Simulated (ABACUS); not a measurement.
HgTe (Coloradoite): single point with PBEsol

The system is HgTe (Coloradoite).

```xyz
2
Lattice="0.0000 3.2145 3.2145 3.2145 0.0000 3.2145 3.2145 3.2145 0.0000" Properties=species:S:1:pos:R:3 pbc="T T T"
Hg    0.0000    0.0000    0.0000
Te    4.8217    4.8217    4.8217
```

```yaml
Program: ABACUS 3.10.1
Task: single point
Functional: PBEsol
Potentials_or_basis: SG15 ONCV 1.2 PBE
Cutoff: 1129 eV
Density_cutoff: 4517 eV
Basis: plane waves
k_mesh: 7 × 7 × 7
Occupations: fermi-dirac, width 0.05 eV
Spin: no spin polarisation
Radial_cutoff_of_the_potentials_pseudo_rcut: 7 bohr
SCF_threshold_on_the_density: 1e-08
Max_SCF_steps: 100
Eigensolver: dav
Mixing: broyden
Mixing_share: 0.7
Symmetry_key: 1
Bands: 22
```

| Property | Result |
| --- | --- |
| Pressure | 1.7 GPa |
| Band gap on the k mesh | none (metal or under the smearing width) |

Levels at points of the mesh, in eV from the Fermi level:
```
           k point  band 14  band 15  band 16  band 17  band 18  band 19  band 20  band 21  band 22
(0.00, 0.00, 0.00)    -6.87    -6.87    -0.80    -0.04    -0.04    -0.04     4.12     4.12     4.12
```

Run time: 11 s on 4 MPI ranks on Intel(R) Xeon(R) 6975P-C (Granite Rapids) (shared host), peak memory 0.52 GiB a rank.

Caveat: the potentials were made for another functional, which shifts forces and pressure. Spin-orbit coupling is left out, which matters for the levels of Hg, Te.
